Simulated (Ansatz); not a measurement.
Crystal: Pd.

```xyz
2
Lattice="2.7837 0.0000 0.0000 -1.3918 2.4107 0.0000 0.0000 0.0000 4.6289" Properties=species:S:1:pos:R:3 pbc="T T T"
Pd    0.0000    1.6071    1.1572
Pd    1.3918    0.8036    3.4717
```

This isn't the form of Pd at room conditions, which is fcc.

Base run:

* Program: Ansatz 0.2.0
* Functional: PBEsol
* Potentials or basis: all-electron LAPW, non-relativistic
* Cutoff: 260 eV
* Density cutoff: 1040 eV
* Basis error allowed: 0.001 eV/atom
* k mesh: 11 × 11 × 6
* Occupations: fermi-dirac, width 0.05 eV
* Spin: no spin polarisation

Its results: pressure -1.4 GPa.

**Question.** The run is repeated on the same cell with these changes: potentials or basis from all-electron LAPW, non-relativistic to all-electron LAPW, scalar-relativistic. What comes out?

**Answer.** Pressure -10.4 GPa.

Caveats: relativity is left out, which matters for the heavier elements (some runs).

Not every run made on this cell is shown here.
